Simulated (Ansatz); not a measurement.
## AlAs: pressure against volume scale

All results are calculated (Ansatz 0.2.0). Periodic Kohn-Sham DFT of a crystal at fixed atoms, scaled to volume_scale times the given cell; pressure positive in compression, energy less spherical unpolarised free atoms, largest_vzz the field gradient of largest size among the nuclei.

The cell before it is scaled or strained (space group F-43m, No. 216):
```
AlAs
1.0
      0.0000     2.8304     2.8304
      2.8304     0.0000     2.8304
      2.8304     2.8304     0.0000
Al As
1 1
Direct
  0.00000 0.00000 0.00000
  0.75000 0.75000 0.75000
```

Settings of every row: method frozen-core PAW; functional PBEsol; relativity scalar; k mesh 11x11x11; filling fermi-dirac; smearing width 0.05 eV; wave cutoff 420 eV; paw set soft_2.

Atom start moment: 0 on all atoms.

Limits: PAW files made with PBE.

```
row  volume scale  V (Å³/atom)  pressure (GPa)
  1          0.94       21.314           5.787
  2          0.96       21.768           3.853
  3          0.98       22.221            2.11
  4          0.99       22.448           1.305
  5             1       22.675            0.54
  6          1.01       22.902          -0.185
  7          1.02       23.128          -0.874
  8          1.04       23.582               ?
  9          1.06       24.035          -3.294
```

Question: what pressure should row 8 give?

Worked fit of pressure. Take u = (V_r/V)^(2/3) − 1 with V_r = 22.562 Å³ an atom, which is twice the finite (Eulerian) strain; such expansions in the strain, on which the Birch-Murnaghan equation of state is built, carry the rest volume and the bulk modulus. The shown rows have u = 0.03866, 0.02417, 0.0102, 0.00338, -0.00333, -0.00992, -0.01638, -0.04129. Least squares give pressure = 0.916 + 114.098 × u + 301.09 × u² + 175 × u³ GPa; a parabola predicts inner rows, each left out in turn, worse (root mean square 0.003 against 0.0016 GPa). The rows lie off it by 0.000, 0.001, -0.001, 0.000, 0.001, 0.001, -0.001, 0.000. The pressure vanishes at u = -0.0082, or V = 22.84 Å³ an atom, and there the bulk modulus at fixed shape and fractions is B = −V dP/dV = (2/3)(1 + u) dP/du = 72.2 GPa. The withheld row has u = -0.02905, so the fit gives 0.916 + 114.098 × (-0.02905) + 301.09 × (-0.02905)² + 175 × (-0.02905)³ = -2.149 GPa.

The calculation gave -2.148 GPa. The fit lies 0.001 GPa (0.011 % of the column's range) below it, one unit of the last digit.
